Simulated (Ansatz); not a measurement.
# InSe (P-6m2) in Ansatz: relaxation of cell and atoms with PBEsol+D4

Aim: the relaxation of cell and atoms of InSe with PBEsol+D4.

Program: Ansatz 0.2.0. These are calculated values, not measurements. Logs are shortened: lines on timing, memory, paths and dates and some standing lists are left out, and cuts for length are marked.

## Step 1: The crystal as given

The structure is hexagonal, space group P-6m2 (No. 187). Conventional cell: a = 4.047 Å, b = 4.047 Å, c = 18.052 Å, α = 90.00°, β = 90.00°, γ = 120.00°. In (site symmetry 3m) has 3 Se at 2.65 Å and 1 In at 2.79 Å as nearest neighbours. Around In (site symmetry 3m) lie 3 Se at 2.65 Å and 1 In at 2.79 Å. Se (site symmetry 3m) is surrounded by 3 In at 2.65 Å. Se (site symmetry 3m) has 3 In at 2.65 Å as nearest neighbours.

Measurements of this composition are mostly on another form, of space group No. 160.

## Step 2: Relaxation of cell and atoms, PBEsol+D4

File input.yaml:

```yaml
crystal:
  lattice:
    - [4.0473293151, 0.0, 0.0]
    - [-2.0236646576, 3.5050900044, 0.0]
    - [0.0, 0.0, 18.05206491]
  atoms:
    - { symbol: In, position: [0.3333333333, 0.6666666667, 0.07739049] }
    - { symbol: In, position: [0.3333333333, 0.6666666667, 0.92260951] }
    - { symbol: In, position: [0.0, 0.0, 0.42260632] }
    - { symbol: In, position: [0.0, 0.0, 0.57739368] }
    - { symbol: Se, position: [0.3333333333, 0.6666666667, 0.35298428] }
    - { symbol: Se, position: [0.3333333333, 0.6666666667, 0.64701572] }
    - { symbol: Se, position: [0.6666666667, 0.3333333333, 0.14699993] }
    - { symbol: Se, position: [0.6666666667, 0.3333333333, 0.85300007] }
hamiltonian:
  xc: pbesol
  pseudopotentials: { kind: paw }
  dispersion: d4
kpoints:
  mp_grid: { grid: [8, 8, 2] }
scf:
  occupations: { method: fermi_dirac, width: 0.05 }
output:
  forces: true
  stress: true
  eigenvalues: true
relax:
  f_tol: 0.01
  max_steps: 40
  cell: { stress_tol: 0.05 }
```

Potentials or basis: Ansatz PAW.

Run with:

```console
$ ansatz run input.yaml --threads 4 --pin off --max-ram 11264MiB --backend cpu --events-out ev --progress --plain --runs-dir out
```

Standard output:

```text
Warning: RAYON_NUM_THREADS=4 ignored (pool sized by the plan → 4); use --threads N
Engine: ansatz 0.2.0, aarch64-unknown-linux-gnu
Pseudopotentials: kind: paw
Pseudopotential: In, paw, valence charge 13, recommended cutoff 420 eV (normal), In.paw.azcp
Pseudopotential: Se, paw, valence charge 16, recommended cutoff 420 eV (normal), Se.paw.azcp
Functional definition: PBEsol
  exchange = pbesol_x
  correlation = pbesol_c
Crystal: 8 atoms, lattice volume = 256.091 Å³
Basis set: ecut = 420 eV, 4981 PW (Γ), exchange–correlation on 60×60×250 points (8 copies of the dense FFT grid, shifted against one another)
Bands: 70, of which v1, the nominal top of the filled ones, is band 58 counted from 1 (57 counted from 0)
Symmetry: 12 space group operations
Space group: P-6m2 (ITA 187), of the structure as read, at distance tolerance 6.4e-5 Å
k-points: 20 of 128 (time reversal used)
Non-local potential: In, projectors of the file, l = 0: 2, l = 1: 2, l = 2: 2, l = 3: 2
Non-local potential: Se, projectors of the file, l = 0: 2, l = 1: 2, l = 2: 3, l = 3: 1
PAW form: soft (Blöchl's): semilocal exchange-correlation on the pseudo side does not see the compensation charge
PAW frozen core: In, regenerated for the run's functional, and the local potential with it (the file was generated under x = pbe(κ = 0.804, μ = 0.2195149727645171), c = pbe(β = 0.06672455060314922))
PAW frozen core: Se, regenerated for the run's functional, and the local potential with it (the file was generated under x = pbe(κ = 0.804, μ = 0.2195149727645171), c = pbe(β = 0.06672455060314922))
PAW one-centre angular grid: In, 590 points (default); XC on 64 Gauss nodes
PAW one-centre angular grid: Se, 590 points (default); XC on 64 Gauss nodes
Initial density: superposition of atomic densities (neutral atoms: chi_scale 0, normalization atom), corrected by the library's trained network
Initial wavefunctions: pseudopotential atomic-orbital guess
Functional: x = pbesol(κ = 0.804, μ = 0.12345679012345678), c = pbesol(β = 0.046)
SCF iter   1: F=—  HF=-43803.670438 eV  |F-HF|=—  |Δ(HF+E_count)|=         —  Δρ=4.15e-3  dr2=8.29e-2  ethr=1.77e-3  ⟨swp⟩=6.0  Hψ=5507  notcnv=0  defer=3
preconditioner: auto → Resta (q_TF=auto, 2.391 Å⁻¹)  ε∞=3.2  [insulator: Δε(μ)=0.630 eV  Ē_g=13.777 eV  σ=0.050 eV  W_gap=1.00  n_scr=66 (ndim 8)  ℏωp=20.2 eV  f_vac=0.164  D(μ)=0.00/eV (n_scr^D=0)  ε∞_Penn≈3.2]
SCF iter   2: F=—  HF=-43803.650729 eV  |F-HF|=—  |Δ(HF+E_count)|=   1.97e-2  Δρ=1.45e-3  dr2=6.00e-3  ethr=7.14e-5  ⟨swp⟩=2.7  Hψ=2268  notcnv=0  defer=108
SCF iter   3: F=—  HF=-43803.650020 eV  |F-HF|=—  |Δ(HF+E_count)|=   7.09e-4  Δρ=6.28e-4  dr2=1.31e-3  ethr=5.17e-6  ⟨swp⟩=2.0  Hψ=2017  notcnv=0  defer=108
SCF iter   4: F=—  HF=-43803.650175 eV  |F-HF|=—  |Δ(HF+E_count)|=   1.55e-4  Δρ=1.81e-4  dr2=1.20e-4  ethr=1.13e-6  ⟨swp⟩=2.0  Hψ=1586  notcnv=0  defer=108
SCF iter   5: F=—  HF=-43803.650249 eV  |F-HF|=—  |Δ(HF+E_count)|=   7.38e-5  Δρ=4.47e-5  dr2=6.00e-6  ethr=1.03e-7  ⟨swp⟩=2.0  Hψ=1618  notcnv=0  defer=108
SCF iter   6: F=—  HF=-43803.650232 eV  |F-HF|=—  |Δ(HF+E_count)|=   1.72e-5  Δρ=9.25e-6  dr2=2.87e-7  ethr=5.18e-9  ⟨swp⟩=2.0  Hψ=1999  notcnv=0  defer=108
SCF iter   7: F=-43803.650233 eV  HF=-43803.650233 eV  |F-HF|=4.12e-8  |Δ(HF+E_count)|=   5.17e-7  Δρ=2.78e-6  dr2=2.34e-8  ethr=8.62e-11  ⟨swp⟩=9.8  Hψ=6357  notcnv=0
SCF 1 converged in 7 iterations: F = -43803.650233 eV  dr2 = 2.34e-8
relax step   1: F+E_penalty+E_count = -43803.65023258 eV  Δ(F+E_penalty+E_count) = +0.000e0 eV  max|allowed force component| = 5.653e-2 eV/Å  Δτ_max = 0.0000 Å  P = -1.638 GPa  Ω = 256.091 Å³  (7 SCF iters, dr2 threshold 1.00e-7 eV, accepted)
Crystal: 8 atoms, lattice volume = 226.979 Å³
Basis set: ecut = 420 eV, 4485 PW (Γ), exchange–correlation on 60×60×250 points (8 copies of the dense FFT grid, shifted against one another)
Initial density: handed on by an earlier stage of this run
Initial wavefunctions: those handed on with the density
iter 1 solved again at ethr=1.16e-3 eV; its pass at ethr=3.10e-3 eV (dr2=1.35e0 eV) is discarded
SCF iter   1: F=—  HF=-43804.066177 eV  |F-HF|=—  |Δ(HF+E_count)|=         —  Δρ=1.38e-2  dr2=1.35e0  ethr=1.16e-3  ⟨swp⟩=1.6  Hψ=6363  notcnv=0
preconditioner: auto → Resta (q_TF=auto, 2.440 Å⁻¹)  ε∞=3.3  [insulator: Δε(μ)=0.835 eV  Ē_g=14.099 eV  σ=0.050 eV  W_gap=1.00  n_scr=66 (ndim 8)  ℏωp=21.5 eV  f_vac=0.059  D(μ)=0.00/eV (n_scr^D=0)  ε∞_Penn≈3.3]
SCF iter   2: F=—  HF=-43803.791907 eV  |F-HF|=—  |Δ(HF+E_count)|=   2.74e-1  Δρ=5.80e-3  dr2=6.19e-2  ethr=1.16e-3  ⟨swp⟩=3.1  Hψ=2096  notcnv=0  defer=6
SCF iter   3: F=—  HF=-43803.775160 eV  |F-HF|=—  |Δ(HF+E_count)|=   1.67e-2  Δρ=2.71e-3  dr2=1.31e-2  ethr=5.33e-5  ⟨swp⟩=3.0  Hψ=2899  notcnv=0  defer=101
[... 69 lines left out ...]
SCF iter   4: F=—  HF=-43803.869192 eV  |F-HF|=—  |Δ(HF+E_count)|=   9.53e-8  Δρ=1.67e-6  dr2=1.77e-8  ethr=1.65e-10  ⟨swp⟩=2.0  Hψ=2558  notcnv=0
SCF iter   5: F=—  HF=-43803.869192 eV  |F-HF|=—  |Δ(HF+E_count)|=   6.40e-9  Δρ=5.22e-7  dr2=2.36e-10  ethr=1.53e-11  ⟨swp⟩=2.0  Hψ=2560  notcnv=0
SCF iter   6: F=-43803.869192 eV  HF=-43803.869192 eV  |F-HF|=2.91e-11  |Δ(HF+E_count)|=  1.16e-10  Δρ=1.46e-7  dr2=3.16e-11  ethr=1.00e-12  ⟨swp⟩=4.0  Hψ=4962  notcnv=0
SCF 7 converged in 6 iterations: F = -43803.869192 eV  dr2 = 3.16e-11
relax step   7: F+E_penalty+E_count = -43803.86919163 eV  Δ(F+E_penalty+E_count) = +4.366e-3 eV  max|allowed force component| = 3.541e-3 eV/Å  Δτ_max = 0.0000 Å  P = +0.001 GPa  Ω = 223.841 Å³  stress off target by 1.57e-3 GPa  SCF on the basis re-selected at this cell (its energy is not comparable with the rows above)  (6 SCF iters)
basis re-selected at this cell: Δ(F+E_penalty+E_count) = +4.366e-3 eV, ΔP = -0.010 GPa vs the last step (what re-selecting the basis moved, of the pressure what is left beyond the Pulay correction that the steps carried, after the strain that the cell walked since its last selection, with what the two solves' SCF thresholds leave and, on support functions, any second-order correction that the steps lacked; it is no measure of the basis error at this ecutwfc). The dense FFT grid was sized anew with the basis: this SCF ran on 27×27×120 points, the steps before it on 30×30×125, so part of this shift can come from that change (see relax.cell in the input reference). This SCF's stress stands 1.57e-3 GPa from its target on what of the cell is left free (relax.cell.stress_tol is 5.00e-2 GPa) and its largest allowed force component is 3.54e-3 eV/Å (relax.f_tol is 1.00e-2 eV/Å): within both
SCF converged after 6 iterations
Free energy (F): -43803.869192 eV
Harris-Foulkes:  -43803.869192 eV  (|F-HF|=2.91e-11)
Internal energy: -43803.868779 eV  (E = F + TS)
E sigma→0 (E₀):  -43803.868985 eV
Entropy (-TS):   -0.000413 eV (-0.052 meV/atom)
Fermi energy:    7.951252 eV
--- Per-component energies (eV) ---
  E_band       = -1780.808547
  E_kinetic    = 1448.455399
  E_local      = -15459.930952  (includes V_loc(G=0)·N_el)
  E_nonlocal   = -896.915479
  E_hartree    = 7130.043311
  E_xc         = -1267.110242
  E_vxc        = -791.739511  (∫ρ·V_xc dr)
  E_paw        = -23808.046738  (= ΣΔE_a)
  E_vpaw       = -340.762758  (= ΣTr[D̂ρ^β])
  E_aug_tail   = -0.002286  (compensation charges beyond the density's cutoff)
  E_ewald      = -10953.754995
  E_disp       = -1.584210  (pairwise vdW)
  E_core_change = 4.977412  (= ΣΔE_core)
  E_smearing   = -0.000413  (= −TS)
  E_closure    = 0.000000  (closes the sum)
  Σ components = -43803.869192   (vs F -43803.869192, Δ=0.00e0)
--- Forces (eV/Å), atoms counted from 1 ---
  atom   1  In     0.00000000     0.00000000    -0.00354134
  atom   2  In     0.00000000     0.00000000     0.00354134
  atom   3  In     0.00000000    -0.00000000     0.00102075
  atom   4  In     0.00000000    -0.00000000    -0.00102075
  atom   5  Se    -0.00000000     0.00000000     0.00071344
  atom   6  Se    -0.00000000     0.00000000    -0.00071344
  atom   7  Se    -0.00000000     0.00000000     0.00140465
  atom   8  Se    -0.00000000     0.00000000    -0.00140465
  max |Σ_I F_I| component: 2.78e-17 eV/Å
--- Stress (GPa, compression-positive) ---
        0.001201       0.000000       0.000000
        0.000000       0.001201       0.000000
        0.000000       0.000000       0.001569
  P = ⅓ Tr σ = 0.0013 GPa (0.013 kbar)
--- Band table (eV; the first three rows and the last of 20) ---
  k-point 0: bands = ["-39.8421", "-39.8421", "-39.8421", "-39.8421", "-39.8323", "-39.8323", "-39.8323", "-39.8323", "-39.8187", "-39.8187", "-39.8187", "-39.8187", "-39.8096", "-39.8096", "-39.8080", "-39.8080", "-39.8080", "-39.8080", "-39.7986", "-39.7986", "-7.1039", "-7.0877", "-6.8956", "-6.8956", "-6.8787", "-6.8787", "-6.8001", "-6.8001", "-6.7912", "-6.7912", "-6.7832", "-6.7832", "-6.7743", "-6.7743", "-6.6085", "-6.6001", "-6.6001", "-6.5833", "-6.5829", "-6.5829", "-6.0160", "-5.8480", "-5.6177", "-5.4431", "1.1528", "1.6172", "3.1803", "4.3218", "6.0109", "6.2867", "6.2867", "6.3595", "6.3595", "6.5469", "6.5469", "6.6305", "6.6305", "7.7866", "8.0900", "9.6222", "9.7938", "9.8956", "11.9450", "11.9450", "12.0663", "12.0663", "12.7553", "13.1802", "13.1802", "13.3626"]
  k-point 1: bands = ["-39.8421", "-39.8421", "-39.8421", "-39.8421", "-39.8323", "-39.8323", "-39.8323", "-39.8323", "-39.8187", "-39.8187", "-39.8187", "-39.8187", "-39.8096", "-39.8096", "-39.8080", "-39.8080", "-39.8080", "-39.8080", "-39.7986", "-39.7986", "-7.1039", "-7.0877", "-6.8956", "-6.8956", "-6.8787", "-6.8787", "-6.8001", "-6.8001", "-6.7912", "-6.7912", "-6.7832", "-6.7832", "-6.7743", "-6.7743", "-6.6037", "-6.6001", "-6.6001", "-6.5892", "-6.5829", "-6.5829", "-5.9486", "-5.9473", "-5.5159", "-5.5123", "1.3433", "1.3549", "3.7095", "3.7123", "6.3143", "6.3143", "6.3209", "6.3209", "6.5906", "6.5906", "6.5977", "6.5977", "6.7226", "6.7713", "8.9718", "9.0774", "9.8753", "9.9052", "11.9931", "11.9931", "12.0116", "12.0116", "13.0839", "13.1744", "13.2617", "13.2617"]
  k-point 2: bands = ["-39.8421", "-39.8421", "-39.8421", "-39.8421", "-39.8323", "-39.8323", "-39.8322", "-39.8322", "-39.8187", "-39.8187", "-39.8187", "-39.8187", "-39.8096", "-39.8096", "-39.8080", "-39.8080", "-39.8080", "-39.8080", "-39.7986", "-39.7986", "-7.1051", "-7.0891", "-6.9618", "-6.9399", "-6.8935", "-6.8848", "-6.8766", "-6.8600", "-6.7962", "-6.7882", "-6.7822", "-6.7793", "-6.7713", "-6.7652", "-6.6431", "-6.6246", "-6.6015", "-6.5844", "-6.5309", "-6.5143", "-5.8238", "-5.6752", "-5.4532", "-5.2917", "1.2776", "1.6596", "3.2757", "3.9780", "5.3084", "5.4971", "5.6056", "6.0616", "6.1269", "6.1548", "6.3795", "6.4885", "6.4938", "7.6729", "9.0543", "9.8748", "10.4644", "10.4853", "11.3479", "11.4248", "12.0746", "12.2347", "12.3708", "12.8143", "13.1194", "13.4764"]
  k-point 19: bands = ["-39.8420", "-39.8420", "-39.8419", "-39.8419", "-39.8321", "-39.8321", "-39.8320", "-39.8320", "-39.8187", "-39.8187", "-39.8187", "-39.8187", "-39.8095", "-39.8095", "-39.8080", "-39.8080", "-39.8080", "-39.8080", "-39.7985", "-39.7985", "-7.2462", "-7.2309", "-7.1438", "-7.1289", "-7.0365", "-7.0200", "-6.9174", "-6.9005", "-6.7973", "-6.7804", "-6.7418", "-6.7337", "-6.7248", "-6.7167", "-6.6496", "-6.6325", "-6.6265", "-6.6094", "-6.4230", "-6.4058", "-4.4398", "-4.4327", "-4.3365", "-4.3293", "1.3342", "1.3573", "2.0659", "2.1048", "3.7005", "3.7367", "4.0559", "4.1279", "4.8362", "4.9026", "5.4028", "5.4673", "5.9656", "6.1661", "9.2880", "9.4292", "10.0857", "10.0902", "10.9833", "11.1069", "11.8924", "12.2222", "12.9780", "13.0760", "13.8202", "13.9204"]
--- Relaxed structure (6 steps of the walk, 5 accepted, 1 SCFs on fresh bases) ---
  F+E_penalty+E_count = -43803.86919163 eV   max|allowed force component| = 3.541e-3 eV/Å   (the final SCF, on the basis selected at the relaxed cell)
  cell:  # Å, volume = 223.8414 Å³
    - [3.979716114433821, 2.838521795601299e-11, 0.0]
    - [-1.9898580572414928, 3.4465352549357937, 0.0]
    - [0.0, 0.0, 16.31945398120382]
  atoms:
    - { symbol: In, position: [0.33333333333333326, 0.6666666666666666, 0.08455640098799891] }
    - { symbol: In, position: [0.33333333333333326, 0.6666666666666666, 0.9154435990120011] }
    - { symbol: In, position: [-1.8503717076008878e-17, -3.238150488543893e-17, 0.41545131220842035] }
    - { symbol: In, position: [-1.8503717076008878e-17, -3.238150488543893e-17, 0.5845486877915796] }
    - { symbol: Se, position: [0.33333333333333326, 0.6666666666666666, 0.3368106101188747] }
    - { symbol: Se, position: [0.33333333333333326, 0.6666666666666666, 0.6631893898811252] }
    - { symbol: Se, position: [0.6666666666666667, 0.33333333333333337, 0.16324620148490887] }
    - { symbol: Se, position: [0.6666666666666667, 0.33333333333333337, 0.836753798515091] }
```

It took 61 s on 4 threads of Arm Neoverse V2, shared host; peak memory 0.79 GiB.

Results:

```
Free energy                            : -43803.8692 eV
Relaxed volume                         : 27.98 Å³/atom
Relaxed cell                           : a = 3.980 Å, b = 3.980 Å, c = 16.319 Å, α = 90.00°, β = 90.00°, γ = 120.00°
Space group after relaxing (to 0.05 Å) : P-6m2 (No. 187)
Energy gained by relaxing              : 27.4 meV/atom
Ionic steps                            : 6
Pressure after relaxing                : 0.0 GPa
Largest force after relaxing           : 0.004 eV/Å
Band gap on the k mesh                 : 0.30 eV, direct
```

Forces on the atoms (eV/Å):
```
In   0.000  0.000 -0.004
In   0.000  0.000  0.004
In   0.000  0.000  0.001
In   0.000  0.000 -0.001
Se   0.000  0.000  0.001
Se   0.000  0.000 -0.001
Se   0.000  0.000  0.001
Se   0.000  0.000 -0.001
```

Step by step:
| step | energy change (eV) | largest force (eV/Å) | volume (Å³) |
| --- | --- | --- | --- |
| 1 | 0.0000 | 0.0565 | 256.09 |
| 2 | -0.1238 | 0.2931 | 226.98 |
| 3 | -0.2013 | 0.0453 | 224.45 |
| 4 | -0.2223 | 0.0264 | 222.43 |
| 5 | -0.2233 | 0.0037 | 223.84 |
| 6 | -0.2190 | 0.0035 | 223.84 |

Final structure:
```
In Se
1.0
     3.97972    0.00000    0.00000
    -1.98986    3.44654    0.00000
     0.00000    0.00000   16.31945
In Se
4 4
Direct
  0.33333 0.66667 0.08456
  0.33333 0.66667 0.91544
  0.00000 0.00000 0.41545
  0.00000 0.00000 0.58455
  0.33333 0.66667 0.33681
  0.33333 0.66667 0.66319
  0.66667 0.33333 0.16325
  0.66667 0.33333 0.83675
```

Levels at points of the mesh, in eV from the valence-band top:
```
             k point  band 56  band 57  band 58  band 59  band 60  band 61
  (0.00, 0.00, 0.00)    -1.16    -1.16     0.00     0.30     1.84     2.01
 (0.00, 0.00, -0.50)    -1.19    -1.06    -1.02     1.19     1.29     2.09
 (0.00, -0.50, 0.00)    -2.06    -2.00    -1.69     1.14     1.21     1.69
(0.00, -0.50, -0.50)    -2.14    -1.81    -1.62     0.99     1.09     1.67
```

Caveat: the plane-wave basis is chosen anew once the cell has moved, so the energies of steps on either side of that aren't comparable; spin-orbit coupling is left out, which moves the levels of the heavy elements; the PAW data sets come from PBE, with cores solved anew for the run's functional, which leaves a small shift of forces and pressure.
